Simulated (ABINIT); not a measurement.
# Beyond one shot: CdS (Hawleyite)

How far does self-consistency move the gap of CdS (Hawleyite)?

Calculated with ABINIT 10.8.3; PBE and many-body steps on it, plane waves.

**The experiments to reproduce.**

- Gap 2.42 eV: optical gap from inflexion point of photoacoustic spectrum, as-grown film; photoacoustic spectroscopy; film (as-grown chemical bath deposited film, about 0.25 um thick, deposited at 80 C) (“Study of the band--gap shift in CdS films: Influence of thermal annealing in different atmospheres”, 1995, arxiv:cond-mat/9501125).

### Step 1. The starting structure

The structure is cubic, space group F-43m (No. 216). Conventional cell: a = 5.833 Å, b = 5.833 Å, c = 5.833 Å, α = 90.00°, β = 90.00°, γ = 90.00°. Nearest to Cd lie 4 S at 2.53 Å. Nearest to S lie 4 Cd at 2.53 Å. Farther neighbours and most contacts between anions are not listed.

The cell and positions come from the Crystallography Open Database and are kept as given unless a step says otherwise.

### Step 2. Empty states on the mesh, 4×4×4 mesh, 62 bands

This step: ABINIT 10.8.3; DFT, PBE, plane waves, norm-conserving pseudopotentials.

The sums over transitions need many empty states on a uniform mesh; this step solves for them.

run.abi reads:

```
acell 3*1.0 Angstrom
rprim 
  -0.000000000000 2.916500000000 2.916500000000
  2.916500000000 0.000000000000 2.916500000000
  2.916500000000 2.916500000000 -0.000000000000
ntypat 2
znucl 48 16
natom 2
typat 1 2
xred 
  0.000000000000 0.000000000000 0.000000000000
  0.250000000000 0.250000000000 0.250000000000
pp_dirpath "pseudos"
pseudos "Cd.upf, S.upf"
ecut 47
ngkpt 4 4 4
nshiftk 1
shiftk 0 0 0
kptopt 1
chksymbreak 0
iscf -2
irdden 1
istwfk *1
nband 62
nbdbuf 4
tolwfr 1e-09
nstep 60
prtvol 0
indata_prefix "in"
outdata_prefix "out"
tmpdata_prefix "tmp"
```

Run with:

```console
$ OMP_NUM_THREADS=1 mpirun -n 4 abinit run.abi > log
```

Numbers of over 12 decimals in the logs are rounded to 6 here.

The program printed:

```text
.Version 10.8.3 of ABINIT. v10.8.2 released Aug 2026.

 Symmetries : space group F-4 3 m (#216); Bravais cF (face-center cubic)
[... echo of the input left out ...]
== DATASET  1 ==================================================================
-   mpi_nproc: 4, omp_nthreads: 1 (-1 if OMP is not activated)

--- !DatasetInfo
iteration_state: {dtset: 1, }
dimensions: {natom: 2, nkpt: 8, mband: 62, nsppol: 1, nspinor: 1, nspden: 1, mpw: 5180, }
cutoff_energies: {ecut:  47.0, pawecutdg:  -1.0, }
[...]
1.49870    1.51317    1.61064    1.61064    1.61064    1.64280    1.64280    1.64280
   1.66692    1.66692    1.66692    1.71571    1.71571    1.71571    1.74556    1.74556
   1.74556    1.84690    1.91882    1.91883    1.92085    1.97942
 prteigrs : prtvol=0 or 1, do not print more k-points.

== END DATASET(S) ==============================================================
================================================================================

 -outvars: echo values of variables after computation  --------
            nband          62
             nkpt           8
          spgroup         216
 [... the other variables as echoed above ...]

 Calculation completed.
```

Run time: 41 s. Hardware: 4 MPI ranks of Intel Xeon at 2.80GHz (Skylake/Cascade Lake), shared host; peak memory 0.35 GiB.

Numbers from this step:

```
gap                                                           : 1.145 eV
k of the valence top                                          : 0, 0, 0
k of the conduction bottom                                    : 0, 0, 0
least direct gap                                              : 1.145 eV
k points computed                                             : 8
lowest point of the top converged band, above the valence top : 45.89 eV
```

On this mesh the gap is 1.145 eV.

The density comes from a self-consistent run that is not shown.

### Step 3. Screening, 4×4×4 mesh, 58 bands, screening to 106.1 eV

The RPA dielectric matrix is built and inverted for each q.

This step: RPA screening on PBE, plane waves, norm-conserving pseudopotentials.

Changes to run.abi since step 2:

```diff
@@ -20,10 +20,11 @@
 chksymbreak 0
-iscf -2
-irdden 1
 istwfk *1
-nband 62
-nbdbuf 4
-tolwfr 1e-09
-nstep 60
-prtvol 0
+occopt 1
+irdwfk 1
+optdriver 3
+nband 58
+ecuteps 3.9
+inclvkb 2
+awtr 1
+symchi 1
 indata_prefix "in"
```

The program printed:

```text
.Version 10.8.3 of ABINIT. v10.8.2 released Aug 2026.

 Symmetries : space group F-4 3 m (#216); Bravais cF (face-center cubic)
[... echo of the input left out ...]
== DATASET  1 ==================================================================
-   mpi_nproc: 4, omp_nthreads: 1 (-1 if OMP is not activated)

--- !DatasetInfo
iteration_state: {dtset: 1, }
dimensions: {natom: 2, nkpt: 8, mband: 58, nsppol: 1, nspinor: 1, nspden: 1, mpw: 5180, }
cutoff_energies: {ecut:  47.0, pawecutdg:  -1.0, }
electrons: {nelect:   2.60000000E+01, charge:   0.00000000E+00, occopt:   1.00000000E+00, tsmear:   1.00000000E-02, }

 SCREENING: Calculation of the susceptibility and dielectric matrices

 Based on a program developped by R.W. Godby, V. Olevano, G. Onida, and L. Reining.
 Incorporated in ABINIT by V. Olevano, G.-M. Rignanese, and M. Torrent.
.Using double precision arithmetic ; gwpc =  8

[... cell and pseudopotentials left out ...]
--------------------------------------------------------------------------------

 ==== K-mesh for the wavefunctions ====
 Number of points in the irreducible wedge :     8
[... list of points left out ...]
 Together with 24 symmetry operations and time-reversal symmetry
 yields    64 points in the full Brillouin Zone.

 ==== Q-mesh for the screening function ====
 Number of points in the irreducible wedge :     8
[... list of points left out ...]
 Together with 24 symmetry operations and time-reversal symmetry
 yields    64 points in the full Brillouin Zone.

 setmesh: FFT mesh size selected  =    32x   32x   32
          total number of points  =        32768

 vcoul_init : cutoff-mode = AUXILIARY_FUNCTION
 q-points for optical limit:   1
     1)      0.000010    0.000020    0.000030

- screening: taking advantage of time-reversal symmetry
- Maximum band index for partially occupied states nbvw = 13
- Remaining bands to be divided among processors   nbcw = 45
- Number of bands treated by each node ~11

 Number of electrons calculated from density =   26.0000; Expected =   26.0000
 average of density, n =  0.077653
 r_s =    1.4541
 omega_plasma =   26.8804 [eV]

 calculating chi0 at frequencies [eV] :
  1    0.000000E+00    0.000000E+00
  2    0.000000E+00    2.688042E+01

--------------------------------------------------------------------------------
  q-point number  1        q = ( 0.000000, 0.000000, 0.000000) [r.l.u.]
--------------------------------------------------------------------------------
[... chi0 elements left out ...]
 For q-point:  0.000010 0.000020 0.000030
  dielectric constant =  11.0517
  dielectric constant without local fields =  11.7482

  Average fulfillment of the sum rule on Im[epsilon] for q-point    1 :     42.27  [%]
[... wings left out ...]
  q-point number  2        q = ( 0.250000, 0.000000, 0.000000) [r.l.u.]
--------------------------------------------------------------------------------
[... chi0 elements left out ...]
  Average fulfillment of the sum rule on Im[epsilon] for q-point    2 :     57.22  [%]

 [... 6 further q-points ...]
```

Elapsed: 80 s, on 4 MPI ranks; peak memory 0.84 GiB; 3 min of CPU time.

Numbers from this step:

```
ε∞ with local fields, on this mesh, along the program's q direction : 11.05
the same without local fields                                       : 11.75
plasma frequency                                                    : 26.88 eV
plane waves in the screening matrix                                 : 137
```

Local fields lower ε∞ by 6 %. On a Γ-centred mesh this coarse the value itself is usually too large, while a short band sum pulls it down.

### Step 4. G0W0

The self-energy is evaluated for the states that the input lists, and the levels follow from it, in one-shot runs by the linearised quasiparticle equation.

This step: G0W0 on PBE, plane waves, norm-conserving pseudopotentials.

Changes to run.abi since step 3:

```diff
@@ -23,8 +23,15 @@
 irdwfk 1
-optdriver 3
+optdriver 4
 nband 58
+gwcalctyp 0
+ecutsigx 47
+symsigma 1
+nkptgw 1
+kptgw 
+  0.0000000000 0.0000000000 0.0000000000
+bdgw 
+  11 17
 ecuteps 3.9
-inclvkb 2
-awtr 1
-symchi 1
+irdscr 1
+ppmodel 1
 indata_prefix "in"
```

The program printed:

```text
.Version 10.8.3 of ABINIT. v10.8.2 released Aug 2026.

 Symmetries : space group F-4 3 m (#216); Bravais cF (face-center cubic)
[... echo of the input left out ...]
== DATASET  1 ==================================================================
-   mpi_nproc: 4, omp_nthreads: 1 (-1 if OMP is not activated)

--- !DatasetInfo
iteration_state: {dtset: 1, }
dimensions: {natom: 2, nkpt: 8, mband: 58, nsppol: 1, nspinor: 1, nspden: 1, mpw: 5180, }
cutoff_energies: {ecut:  47.0, pawecutdg:  -1.0, }
electrons: {nelect:   2.60000000E+01, charge:   0.00000000E+00, occopt:   1.00000000E+00, tsmear:   1.00000000E-02, }

 SIGMA: Calculation of the GW corrections

 Based on a program developped by R.W. Godby, V. Olevano, G. Onida, and L. Reining.
 Incorporated in ABINIT by V. Olevano, G.-M. Rignanese, and M. Torrent.
.Using double precision arithmetic ; gwpc =  8

[... cell and pseudopotentials left out ...]
--------------------------------------------------------------------------------

 ==== K-mesh for the wavefunctions ====
 Number of points in the irreducible wedge :     8
[... list of points left out ...]
 Together with 24 symmetry operations and time-reversal symmetry
 yields    64 points in the full Brillouin Zone.

 ==== Q-mesh for screening function ====
 Number of points in the irreducible wedge :     8
[... list of points left out ...]
 Together with 24 symmetry operations and time-reversal symmetry
 yields    64 points in the full Brillouin Zone.

 vcoul_init : cutoff-mode = AUXILIARY_FUNCTION
 q-points for optical limit:   1
     1)      0.000010    0.000020    0.000030
 setmesh: FFT mesh size selected  =    50x   50x   50
          total number of points  =       125000

 Number of electrons calculated from density =   26.0000; Expected =   26.0000
 average of density, n =  0.077653
 r_s =    1.4541
 omega_plasma =   26.8804 [eV]

 === KS Band Gaps ===
  >>>> For spin  1
   Minimum direct gap =   1.1447 [eV], located at k-point      :   0.0000  0.0000  0.0000
   Fundamental gap    =   1.1447 [eV], Top of valence bands at :   0.0000  0.0000  0.0000
                                       Bottom of conduction at :   0.0000  0.0000  0.0000
 SIGMA fundamental parameters:
 PLASMON POLE MODEL  1
 number of plane-waves for SigmaX                 5065
 number of plane-waves for SigmaC and W            137
 number of plane-waves for wavefunctions          5065
 number of bands                                    58
 number of independent spin polarizations            1
 number of spinorial components                      1
 number of k-points in IBZ                           8
 number of q-points in IBZ                           8
 number of symmetry operations                      24
 number of k-points in BZ                           64
 number of q-points in BZ                           64
 number of frequencies for dSigma/dE                 9
 frequency step for dSigma/dE [eV]                0.25
 number of omega for Sigma on real axis              0
 max omega for Sigma on real axis  [eV]           0.00
 zcut for avoiding poles [eV]                     0.10

 EPSILON^-1 parameters (SCR file):
 dimension of the eps^-1 matrix on file            137
 dimension of the eps^-1 matrix used               137
 number of plane-waves for wavefunctions          5065
 number of bands                                    58
 number of q-points in IBZ                           8
 number of frequencies                               2
 number of real frequencies                          1
 number of imag frequencies                          1

 matrix elements of self-energy operator (all in [eV])

 Perturbative Calculation

--- !SelfEnergy_ee
iteration_state: {dtset: 1, }
kpoint     : [   0.000,    0.000,    0.000, ]
spin       : 1
KS_gap     :    1.145
QP_gap     :    2.035
Delta_QP_KS:    0.890
data: !SigmaeeData |
     Band     E0 <VxcDFT>   SigX SigC(E0)      Z dSigC/dE  Sig(E)    E-E0       E
       11   4.366 -15.389 -18.420   2.464   0.783  -0.278 -15.833  -0.444   3.922
       12   4.366 -15.389 -18.420   2.464   0.783  -0.278 -15.833  -0.444   3.922
       13   4.366 -15.389 -18.420   2.464   0.783  -0.278 -15.833  -0.444   3.922
       14   5.511 -10.636  -6.668  -3.419   0.814  -0.229 -10.190   0.446   5.957
       15  10.897 -10.642  -5.801  -3.971   0.813  -0.231  -9.936   0.707  11.604
       16  10.897 -10.642  -5.801  -3.971   0.813  -0.231  -9.936   0.707  11.604
       17  10.897 -10.642  -5.801  -3.971   0.813  -0.231  -9.936   0.707  11.604

== END DATASET(S) ==============================================================
================================================================================

 -outvars: echo values of variables after computation  --------
           etotal      0.0000000000E+00
            nband          58
             nkpt           8
          spgroup         216
 [... the other variables as echoed above ...]

 Calculation completed.
```

Run time: 22 s. Hardware: 4 MPI ranks; peak memory 0.86 GiB; 38 s of CPU time.

This step gave:

```yaml
g0w0_gap_on_the_points_computed: 2.035 eV
starting_gap_on_the_mesh: 1.145 eV
k_of_the_valence_top: 0, 0, 0
k_of_the_conduction_bottom: 0, 0, 0
z_at_the_valence_top: 0.783
z_at_the_conduction_bottom: 0.814
least_direct_g0w0_gap_on_the_computed_points: 2.035 eV
```

The gap on the mesh goes from 1.14 eV to 2.03 eV, a correction of +0.89 eV.

(Continued in part 2 of 2.)

[Paths, hosts, dates, memory and timing lines, banners, echoed tables and standing remarks are left out of the program output.]

[Logs are printed without paths, hosts, clocks, repeated set-up lines and the standing remarks that a program may print on its own settings, such as how far it seeks lower states.]

[Runs of the session that timed out or met a known fault of the program may be left out.]

[Hosts, paths, dates, database ids (printed as entryN), source tags and the programs' standing remarks are cut or masked in the printed files.]

[G0W0 gaps are taken among the corrected bands and points alone; a level outside them can change the order at an edge.]

[Where Ansatz stands beside ABINIT at settings called matched, ABINIT's density can come from a denser mesh and the files from another edition; pairs whose starting gaps differed by over 0.03 eV were left out, so agreement reads better than it is.]
